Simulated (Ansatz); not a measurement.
Method: DFT PBE, scalar-relativistic, plane waves, PAW in Ansatz 0.2.0. All cells share a 420 eV cutoff and Γ-centred k meshes spaced at most about 0.3 Å⁻¹ (about 0.25 or finer for metals, 2π included). No spin polarisation.

These are static total energies at zero pressure.

Two relaxed structures of ZnSn2N2:

A.

```yaml
crystal:
  lattice:
    - [3.35018, 0.00000, 0.00000]
    - [0.00000, 3.35018, 0.00000]
    - [0.00000, 0.00000, 8.08363]
  atoms:
    - { symbol: Zn, position: [0.00000, 0.00000, 0.00000] }
    - { symbol: Sn, position: [0.50000, 0.50000, 0.69591] }
    - { symbol: Sn, position: [0.50000, 0.50000, 0.30409] }
    - { symbol: N, position: [0.50000, 0.00000, 0.14427] }
    - { symbol: N, position: [0.00000, 0.50000, 0.85573] }
```

B.

```yaml
crystal:
  lattice:
    - [2.73341, 1.57814, 4.53590]
    - [-2.73341, 1.57814, 4.53590]
    - [0.00000, -3.15627, 4.53590]
  atoms:
    - { symbol: Zn, position: [0.00000, 0.00000, 0.00000] }
    - { symbol: Sn, position: [0.79828, 0.79828, 0.79828] }
    - { symbol: Sn, position: [0.20172, 0.20172, 0.20172] }
    - { symbol: N, position: [0.54104, 0.54104, 0.54104] }
    - { symbol: N, position: [0.45896, 0.45896, 0.45896] }
```

**Question.** Which is lower in energy, and by how much?

**Answer.** A is lower, by 177 meV/atom. A has space group P-4m2 (No. 115), 18.1 Å³/atom and no gap on its mesh; B has space group R-3m (No. 166), 23.5 Å³/atom and no gap. Counting N atoms around Sn and Zn (those within 1.25 times the shortest such distance or 1.15 times the sum of covalent radii; a plus sign parts nearer from farther groups; the shortest distance is added where it is long for a bond), A has Zn 4, Sn 2 and B has Zn 6+6 from 3.6 Å, Sn 7 from 3.2 Å. B holds N–N pairs as short as in free N₂ molecules (shortest 1.12 Å); in A the shortest N–N distance is 3.32 Å. The denser one is the lower, and pressure would at first widen the difference. Even the lower one lies +0.28 eV/atom against the reference forms of the elements (uncorrected), so neither is stable at this level. Origin: A, reached from a Materials Project cell; B, invented. Shaken at random and relaxed again, A falls into a cell with space group C2 (No. 5), 30 meV/atom lower and the lowest form computed, so it is a saddle point or a shallow minimum.

The zero gap of P-4m2 may come from the functional, which often closes small gaps. Cells without such a test can be saddle points. Some structure types and database cells were kept out of the candidates from the start, so a known form may be missing.
